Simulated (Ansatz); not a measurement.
Zn (simple cubic): energy against volume

The calculation used DFT, RPBE, plane waves (420 eV) with PAW, scalar-relativistic (Ansatz). The PAW files were generated under PBE, with cores re-solved for the functional.

The cell is scaled uniformly from the relaxed one, with fractional coordinates and shape fixed. Energies are extrapolated to zero smearing, pressures are those at the given smearing. Magnetic state: spin not included.

A Birch-Murnaghan fit gives V₀ = 19.17 Å³/atom, B₀ = 39 GPa, B₀′ = 5.4.

**Question.** What are the energy above the minimum and the pressure at 16.855 Å³/atom?

**Answer.** 44.9 meV/atom and 7.15 GPa as computed.

**Question.** What are the energy above the minimum and the pressure at 17.622 Å³/atom?

**Answer.** 18.2 meV/atom and 4.16 GPa as computed.

**Question.** What are the energy above the minimum and the pressure at 20.686 Å³/atom?

**Answer.** 12.6 meV/atom and -2.41 GPa as computed.
